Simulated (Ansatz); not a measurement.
Structure types of HfO$_{2}$ were relaxed at one common pressure (all-electron LAPW in Ansatz 0.2.0 under PBE, scalar-relativistic, no spin polarisation, zero temperature). They take these volumes:

| type | space group | V (Å³/atom) |
| --- | --- | --- |
| fluorite | Fm-3m | 8.83 |
| rutile | P4_2/mnm | 9.98 |
| CdI2 | P-3m1 | 9.10 |

Problem. At about which pressure, and is the densest type also the lowest in enthalpy?

Solution. 88 GPa. The densest is fluorite, and it is also the lowest in enthalpy among these.
